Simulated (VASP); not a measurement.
# Sn (Im-3m) in VASP: further runs, part 2 of 2

VASP 6.6.1.

## Step 5: Single point, PBEsol

The input, INCAR:

```
SYSTEM = Sn
PREC = Accurate
ENCUT = 400
EDIFF = 1E-6
ISMEAR = -1
SIGMA = 0.1
LREAL = Auto
LASPH = .True.
NELM = 100
ALGO = Normal
ISIF = 2
LWAVE = .False.
LCHARG = .False.
GGA = PS
NBANDS = 13
ADDGRID = .False.
```

The input, KPOINTS:

```
Automatic mesh
0
Gamma
  7 7 7
  0 0 0
```

The input, POSCAR:

```
Sn
1.0
   -1.8946518192      1.8946518192      1.8946518192
    1.8946518192     -1.8946518192      1.8946518192
    1.8946518192      1.8946518192     -1.8946518192
Sn
1
Direct
    0.0000000000      0.0000000000      0.0000000000
```

Potentials or basis: VASP PAW PBE potentials, release 64 (Sn_d).

On the command line:

```bash
$ cat potpaw_PBE.64/Sn_d/POTCAR > POTCAR
$ mpirun -np 1 vasp_std > vasp.out
```

OUTCAR:

```text
SYSTEM = Sn
   PREC = Accurate
   ENCUT = 400
   EDIFF = 1E-6
   ISMEAR = -1
   LREAL = Auto
   LASPH = .True.
   NELM = 100
   ISIF = 2
   GGA = PS

 Found     20 irreducible k-points:

 Following reciprocal coordinates:
            Coordinates               Weight
  0.000000  0.000000  0.000000      1.000000
  0.142857  0.000000  0.000000     12.000000
  0.285714  0.000000  0.000000     12.000000
  0.428571  0.000000  0.000000     12.000000
  0.142857  0.142857  0.000000     24.000000
  0.285714  0.142857  0.000000     48.000000
   k-points           NKPTS =     20   k-points in BZ     NKDIM =     20   number of bands    NBANDS=     13
[... 165 lines left out ...]
     11      19.2052      0.00000
     12      20.3881      0.00000
     13      24.3122      0.00000

 [... further k-points ...]
[... 5 lines left out ...]
  --------------------------------------------------------------------------------------
  -------------------------------------------------------------------------------------
  Total       -0.3160322     -0.3160322     -0.3160322     -0.0000000      0.0000000     -0.0000000
  in kB      -18.6120301    -18.6120301    -18.6120301     -0.0000000      0.0000000     -0.0000000
  external PRESSURE =     -18.6120301 kB  Pullay stress =       0.0000000 kB

 VOLUME and BASIS-vectors are now :
 -----------------------------------------------------------------------------
  energy-cutoff  :      400.00
  volume of cell :       27.20
      direct lattice vectors                 reciprocal lattice vectors
    -1.894651819  1.894651819  1.894651819     0.000000000  0.263900731  0.263900731
     1.894651819 -1.894651819  1.894651819     0.263900731  0.000000000  0.263900731
     1.894651819  1.894651819 -1.894651819     0.263900731  0.263900731  0.000000000

 POSITION                                       TOTAL-FORCE (eV/Angst)
 -----------------------------------------------------------------------------------
      0.00000      0.00000      0.00000        -0.000000      0.000000      0.000000
 -----------------------------------------------------------------------------------
    total drift:                                0.000000      0.000000      0.000000

  FREE ENERGIE OF THE ION-ELECTRON SYSTEM (eV)
  ---------------------------------------------------
  free  energy   TOTEN  =        -4.2612967622 eV

  energy  without entropy=       -4.2424440122  energy(sigma->0) =       -4.25187039
```

OSZICAR:

```text
N       E                     dE             d eps       ncg     rms          rms(c)
DAV:   1     0.731137522248E+02    0.73114E+02   -0.62356E+03   540   0.133E+03
DAV:   2     0.729046602956E+00   -0.72385E+02   -0.70262E+02   525   0.295E+02
DAV:   3    -0.418301020476E+01   -0.49121E+01   -0.48981E+01   651   0.680E+01
DAV:   4    -0.427820600076E+01   -0.95196E-01   -0.95178E-01   643   0.993E+00
DAV:   5    -0.428124974609E+01   -0.30437E-02   -0.30437E-02   645   0.177E+00    0.135E+00
DAV:   6    -0.426598166097E+01    0.15268E-01   -0.16715E-02   670   0.228E+00    0.722E-01
DAV:   7    -0.426156374040E+01    0.44179E-02   -0.91244E-03   650   0.158E+00    0.119E-01
DAV:   8    -0.426129593284E+01    0.26781E-03   -0.67980E-04   660   0.443E-01    0.200E-02
DAV:   9    -0.426129630358E+01   -0.37074E-06   -0.12346E-05   699   0.414E-02    0.125E-02
DAV:  10    -0.426129676221E+01   -0.45863E-06   -0.81439E-07   475   0.886E-03
   1 F= -.42612968E+01 E0= -.42518704E+01  d E =-.188528E-01
```

stdout:

```text
POSCAR found type information on POSCAR Sn
 POSCAR found :  1 types and       1 ions
 scaLAPACK will be used
 -----------------------------------------------------------------------------
|                                                                             |
|                                                                             |
|     You have a (more or less) 'small supercell' and for smaller cells       |
|     it is recommended to use the reciprocal-space projection scheme!        |
|     The real-space optimization is not efficient for small cells and it     |
|     is also less accurate ...                                               |
|     Therefore, set LREAL=.FALSE. in the INCAR file.                         |
|                                                                             |
 -----------------------------------------------------------------------------

 -----------------------------------------------------------------------------
|                                                                             |
|                                                                             |
|     You enforced a specific xc type in the INCAR file but a different       |
|     I HOPE YOU KNOW WHAT YOU ARE DOING!                                     |
|                                                                             |
 -----------------------------------------------------------------------------

 LDA part: xc-table for (Slater+PW92), standard interpolation
 POSCAR, INCAR and KPOINTS ok, starting setup
 FFT: planning ... GRIDC
 FFT: planning ... GRID_SOFT
 FFT: planning ... GRID
 WAVECAR not read
 entering main loop
```

It took 7.2 s on 1 thread of Intel Xeon Platinum 8375C at 2.90GHz (Ice Lake), shared host; peak memory 0.13 GiB.

The run converged, but some of its settings lie outside the range that counts as converged, so its numbers aren't taken as properties of the crystal.

What came out:

| Quantity | Value |
| --- | --- |
| Free energy | -4.2613 eV |
| Pressure | -1.9 GPa |
| Band gap on the k mesh | none (metal or under the smearing width) |

Caveat: the PAW data sets were made with another functional, which shifts forces and pressure a little.

## Step 6: The reference run

An earlier run on the cell as given: functional PBE; potentials or basis VASP PAW PBE potentials, release 64 (Sn_d); cutoff 520 eV; k mesh 10 × 10 × 10; occupations fermi-dirac, width 0.05 eV; no spin polarisation.

- Pressure: 0.6 GPa
- Band gap on the k mesh: none (metal or under the smearing width)
